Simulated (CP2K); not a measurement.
## Pt in CP2K: convergence with k mesh

Input of the first run (k mesh 3 × 3 × 3); the others differ in this setting and in those tied to it:

Contents of pt_converge.inp:

```
&GLOBAL
  PROJECT pt_converge
  RUN_TYPE ENERGY_FORCE
  PRINT_LEVEL LOW
&END GLOBAL
&FORCE_EVAL
  METHOD QS
  STRESS_TENSOR ANALYTICAL
  &DFT
    BASIS_SET_FILE_NAME BASIS_MOLOPT
    POTENTIAL_FILE_NAME GTH_POTENTIALS
    &MGRID
      CUTOFF 450
      REL_CUTOFF 60
      NGRIDS 5
    &END MGRID
    &QS
      METHOD GPW
      EPS_DEFAULT 1.0E-10
    &END QS
    &KPOINTS
      SCHEME MONKHORST-PACK 3 3 3
      GAMMA_CENTERED T
      SYMMETRY T
      SYMMETRY_BACKEND SPGLIB
    &END KPOINTS
    &SCF
      SCF_GUESS ATOMIC
      EPS_SCF 1.0E-6
      MAX_SCF 100
      ADDED_MOS 11
      CHOLESKY OFF
      EPS_EIGVAL 1.0E-7
      &DIAGONALIZATION ON
        ALGORITHM STANDARD
      &END DIAGONALIZATION
      &MIXING ON
        METHOD BROYDEN_MIXING
        ALPHA 0.4
        BETA 1.5
        NBUFFER 8
      &END MIXING
      &SMEAR ON
        METHOD FERMI_DIRAC
        ELECTRONIC_TEMPERATURE [K] 300.557
      &END SMEAR
    &END SCF
    &XC
      &XC_FUNCTIONAL PBE
      &END XC_FUNCTIONAL
    &END XC
    &PRINT
      &KPOINTS ON
      &END KPOINTS
      &MULLIKEN ON
      &END MULLIKEN
      &MO ON
        ENERGIES T
        OCCUPATION_NUMBERS T
        &EACH
          QS_SCF 0
        &END EACH
        ADD_LAST NUMERIC
      &END MO
    &END PRINT
  &END DFT
  &SUBSYS
    &CELL
      A 2.7731313745 0.0000000000 0.0000000000
      B 1.3865656872 2.4016022183 0.0000000000
      C 1.3865656872 0.8005340728 2.2642522857
      PERIODIC XYZ
    &END CELL
    &COORD
      SCALED
      Pt  0.0000000000 0.0000000000 0.0000000000
    &END COORD
    &KIND Pt
      BASIS_SET DZVP-MOLOPT-SR-GTH-q18
      POTENTIAL GTH-PBE-q18
    &END KIND
    &PRINT
      &ATOMIC_COORDINATES ON
      &END ATOMIC_COORDINATES
      &CELL ON
      &END CELL
    &END PRINT
  &END SUBSYS
  &PRINT
    &FORCES ON
    &END FORCES
    &STRESS_TENSOR ON
    &END STRESS_TENSOR
  &END PRINT
&END FORCE_EVAL
```

Potentials or basis: GTH_POTENTIALS Pt GTH-PBE-q18; DZVP-MOLOPT-SR-GTH basis.

Launch:

```console
$ OMP_NUM_THREADS=1 cp2k.psmp -i pt_converge.inp -o pt_converge.out
```

Hardware: 1 thread of Arm Neoverse V1, with other jobs on the host.

```
      k mesh  energy less the tightest run, at zero smearing (meV/atom)  pressure (GPa)  SCF cycles  CPU time (s)  peak memory (GiB)
   3 × 3 × 3                                                     647.89           19.70          11            22               0.21
   4 × 4 × 4                                                    -103.68            9.17          11            22               0.21
   6 × 6 × 6                                                    -104.72            7.91          11            24               0.21
   7 × 7 × 7                                                      49.88           12.32          12            28               0.21
   8 × 8 × 8                                                      18.98            9.89          11            29               0.21
10 × 10 × 10                                                      21.51           10.70          11            36               0.21
12 × 12 × 12                                                       7.44           10.77          11            46               0.22
14 × 14 × 14                                                       0.00           10.43          11            61               0.22
```

Not settled before the last step: the energy (to 1 meV/atom), the pressure (to 0.1 GPa). Meshes of other sizes hit other points, so gaps and Fermi surfaces needn't settle smoothly. The tightest run that finished is the yardstick and may itself not be fully converged.

Caveat, for the tightest run too: the basis of atomic orbitals isn't converged, which shifts pressures, moduli and gaps. Spin-orbit coupling is left out, which matters for the levels of Pt.
